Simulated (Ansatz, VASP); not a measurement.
# Two plane-wave programs on KI

Contents of INCAR:

```
SYSTEM = KI
PREC = Accurate ; ENCUT = 520
EDIFF = 1E-6 ; ISMEAR = 0
SIGMA = 0.01 ; LREAL = .FALSE.
LASPH = .TRUE. ; NELM = 60
ALGO = Normal ; ISIF = 2
LWAVE = .FALSE. ; LCHARG = .FALSE.
GGA = PE ; NBANDS = 15
```

KPOINTS

```
regular mesh
0
G
  4 4 4
  0 0 0
```

Contents of POSCAR:

```
KI
1.0
    0.0000000000      4.0757713706      4.0757713706
    4.0757713706      0.0000000000      4.0757713706
    4.0757713706      4.0757713706      0.0000000000
K I
1 1
Direct
    0.0000000000      0.0000000000      0.0000000000
    0.2500000000      0.2500000000      0.2500000000
```

Input for Ansatz:

```yaml
crystal:
  lattice:
    - [0.0, 4.0757713706, 4.0757713706]
    - [4.0757713706, 0.0, 4.0757713706]
    - [4.0757713706, 4.0757713706, 0.0]
  atoms:
    - { symbol: K, position: [0.0, 0.0, 0.0] }
    - { symbol: I, position: [0.25, 0.25, 0.25] }
kpoints:
  mp_grid: { grid: [4, 4, 4] }
hamiltonian:
  xc: pbe
scf:
  occupations: { method: fixed }
  n_extra_bands: 4
output:
  forces: true
  stress: true
  eigenvalues: true
```

Alike in both runs: task single point; functional PBE; k mesh 4 × 4 × 4; no spin polarisation.

|  | VASP | Ansatz |
| --- | --- | --- |
| version | VASP 6.6.1 | Ansatz 0.2.0 |
| potentials or method | VASP PAW PBE potentials, release 64 (K_sv, I) | plane waves, PAW |
| plane-wave cutoff (eV) | 520 | 420 |
| occupations | gaussian, width 0.01 eV | fixed |
| valence electrons in the cell | 16 | 26 |

|  | VASP | Ansatz | Ansatz less VASP |
| --- | --- | --- | --- |
| gap on the k mesh at the Fermi level (eV) | 3.80 | 3.80 | +0.002 |
| pressure (GPa) | -0.4 | -0.4 | -0.02 |

The two sets of potentials don't hold the same shells in valence.

Caveats: spin-orbit coupling is left out, which moves the levels of the heavy elements. A hybrid or GW would open this gap; PBE tends to underestimate it.
